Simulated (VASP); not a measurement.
Here is a VASP 6.6.1 calculation.

The input INCAR:

```
SYSTEM = C
  ALGO = Normal
  EDIFF = 1E-6
  ENCUT = 600
  GGA = PE
  ISIF = 2
  ISMEAR = -1
  LASPH = .TRUE.
  LCHARG = .FALSE.
  LREAL = .FALSE.
  LWAVE = .FALSE.
  NELM = 60
  PREC = Accurate
  SIGMA = 0.05
```

The input KPOINTS:

```
k-points
0
G
  12 12 4
  0 0 0
```

File POSCAR:

```
C
1.0
    2.5221000000      0.0000000000      0.0000000000
   -1.2610500000      2.1842026709      0.0000000000
    0.0000000000      0.0000000000      8.2371000000
C
8
Direct
    0.6666666667      0.3333333333      0.8437500000
    0.3333333333      0.6666666667      0.3437500000
    0.6666666667      0.3333333333      0.6562500000
    0.3333333333      0.6666666667      0.1562500000
    0.0000000000      0.0000000000      0.9062500000
    0.0000000000      0.0000000000      0.4062500000
    0.0000000000      0.0000000000      0.5937500000
    0.0000000000      0.0000000000      0.0937500000
```

File KPOINTS_OPT:

```
path GMKGALHA,LM,KH
20
line-mode
reciprocal
 0.0000000000  0.0000000000  0.0000000000  G
 0.5000000000  0.0000000000  0.0000000000  M

 0.5000000000  0.0000000000  0.0000000000  M
 0.3333333333  0.3333333333  0.0000000000  K

 0.3333333333  0.3333333333  0.0000000000  K
 0.0000000000  0.0000000000  0.0000000000  G

 0.0000000000  0.0000000000  0.0000000000  G
 0.0000000000  0.0000000000  0.5000000000  A

 0.0000000000  0.0000000000  0.5000000000  A
 0.5000000000  0.0000000000  0.5000000000  L

 0.5000000000  0.0000000000  0.5000000000  L
 0.3333333333  0.3333333333  0.5000000000  H

 0.3333333333  0.3333333333  0.5000000000  H
 0.0000000000  0.0000000000  0.5000000000  A

 0.5000000000  0.0000000000  0.5000000000  L
 0.5000000000  0.0000000000  0.0000000000  M

 0.3333333333  0.3333333333  0.0000000000  K
 0.3333333333  0.3333333333  0.5000000000  H
```

Potentials or basis: VASP PAW PBE potentials, release 64 (C_GW).

The run is started by

```sh
$ cat potpaw_PBE.64/C_GW/POTCAR > POTCAR
$ mpirun -np 1 vasp_std > vasp.out
```

(1) Estimate the band gap on the k mesh.

(2) Estimate the pressure.

## Answers

(1) 4.41 eV, indirect (least direct gap 5.19 eV).

(2) 2.1 GPa.
